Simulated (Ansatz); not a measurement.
Runs of Ansatz 0.2.0 on Mn3Si. Symmetry: Fm-3m, No. 225, cubic system. The conventional cell has a = 5.722 Å, b = 5.722 Å, c = 5.722 Å, α = 90.00°, β = 90.00°, γ = 90.00°. Mn (site symmetry -43m) is surrounded by 4 Mn at 2.48 Å and 4 Si at 2.48 Å. Mn (site symmetry m-3m) has 8 Mn at 2.48 Å as nearest neighbours. Si (site symmetry m-3m) has 8 Mn at 2.48 Å as nearest neighbours. 

| task | level | cell | k mesh | points for each segment of the path | atoms under strain | gap on the mesh (eV) | pressure (GPa) | moment (μB) |
| --- | --- | --- | --- | --- | --- | --- | --- | --- |
| band structure | LDA | as given | 8 × 8 × 8 | 14 | - | none | (a) | 1.04 |
| elastic constants | PBEsol | as given | 6 × 6 × 6 | - | clamped | none | -16.0 | 1.03 |
| relaxation of cell and atoms | LDA | relaxed | 8 × 8 × 8 | - | - | none | 0.0 | 1.42 |
| phonons | PBEsol | as given | 6 × 6 × 6 | - | - | none | - | 1.03 |

Alike in all rows: potentials or basis Ansatz PAW; spin collinear, ferromagnetic start; cutoff (eV) 420; smearing fermi-dirac 0.05 eV.

**Question.** Fill in the values left out.

**Answer.** (a) -23.3.

Caveats: the PAW data sets come from PBE, with cores solved anew for the run's functional, which leaves a small shift of forces and pressure; so large a pressure means that the cell lies far from this level's equilibrium, or that cutoff or potentials fall short (some runs); the starting moments weren't kept (some runs); the cell is more than 3 GPa from zero pressure, which shifts response properties (some runs); elastic constants of metals need much finer meshes, so these are rough (some runs); the plane-wave basis is chosen anew once the cell has moved, so the energies of steps on either side of that aren't comparable (some runs).

A gap of «none» marks a metal or a gap under the smearing width.

Runs at the PBE level aren't shown here.
